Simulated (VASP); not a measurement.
A run of VASP 6.6.1 is set up as follows.

Contents of INCAR:

```
SYSTEM = Be16H
PREC = Accurate
ENCUT = 520
EDIFF = 1E-6
ISMEAR = -1
SIGMA = 0.05
LREAL = Auto
LASPH = .TRUE.
NELM = 100
ALGO = Fast
ISIF = 2
LWAVE = .FALSE.
LCHARG = .FALSE.
NBANDS = 30
```

File KPOINTS:

```
Automatic mesh
0
G
  5 6 4
  0 0 0
```

Contents of POSCAR:

```
Be16H
1.0
   -2.2900000000     -3.9663960000      0.0000000000
    3.4350000000     -1.9831980000      0.0000000000
    0.0000000000      0.0000000000      7.1768600000
Be H
16 1
Direct
    0.7484227981      0.4987907446      0.0001853178
    0.4997473733      0.3307430815      0.2494812495
    0.7423892211      0.4948539495      0.5027475804
    0.4997683171      0.3311550062      0.7525359280
    0.4997584634      0.0017184516     -0.0033400401
    0.2571225777      0.8375643967      0.2465250820
    0.4997787930      0.0021421939      0.4997422271
    0.2511874450      0.8342102618      0.7489095510
    0.2511218014      0.4987129331      0.0002282335
   -0.0000954888      0.3244062098      0.2464991654
    0.2571753206      0.4951113491      0.5026843216
   -0.0002237810      0.3372807981      0.7516319114
   -0.0002331088     -0.0040910682     -0.0024361629
    0.7423969598      0.8378107825      0.2464484468
   -0.0000708873      0.0088948088      0.5025238057
    0.7483751795      0.8341278489      0.7489321235
   -0.0006783513      0.6672493669      0.3745426273
```

Potentials or basis: VASP PAW LDA potentials, release 64 (Be, H).

The run is started by

```console
$ cat potpaw_LDA.64/Be/POTCAR potpaw_LDA.64/H/POTCAR > POTCAR
$ mpirun -np 1 vasp_std > vasp.out
```

Task: Predict the band gap on the k mesh.

Result: None (metal or under the smearing width).

Task: Estimate the pressure.

Result: -5.4 GPa.

Task: What does it give for the largest force?

Result: 0.007 eV/Å.

Stress tensor (GPa, compression positive):
```
-4.65  0.05  0.00
 0.05 -4.60  0.00
 0.00  0.00 -7.03
```
